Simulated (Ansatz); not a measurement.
CaF$_{2}$, DFT, LDA, all-electron LAPW, scalar-relativistic (Ansatz 0.2.0), run on 2 threads of Arm Neoverse V2 on a shared host.

The cell comes from COD entry 1000043, which wasn't checked; take it as a given geometry.

Command: `ansatz run input.yaml --threads 2 --pin off --max-ram 6144MiB --backend cpu --events-out ev --progress --plain --runs-dir out`

```yaml
crystal:
  lattice:
    - [0.0, 2.731, 2.731]
    - [2.731, 0.0, 2.731]
    - [2.731, 2.731, 0.0]
  atoms:
    - { symbol: Ca, position: [0.0, 0.0, 0.0] }
    - { symbol: F, position: [0.25, 0.25, 0.25] }
    - { symbol: F, position: [0.75, 0.75, 0.75] }
kpoints:
  mp_grid: { grid: [6, 6, 6] }
scf:
  occupations: { method: fermi_dirac, width: 0.08 }
hamiltonian:
  xc: lda
  pseudopotentials: { kind: all_electron, lapw: { basis_error: 0.001 } }
output:
  forces: true
  stress: true
md:
  timestep: 1.5
  n_steps: 20
  ensemble: nve
  temperature: 300
  initial_velocities: maxwell_boltzmann
  seed: 554253
```

Q: How large is the problem that the program sets up?

A: 112 irreducible k-points, 531 plane waves at Γ, 20 bands.

Q: About how long does it take?

A: 4.3 min of wall time for 110 SCF iterations. Times on shared machines scatter by tens of per cent.
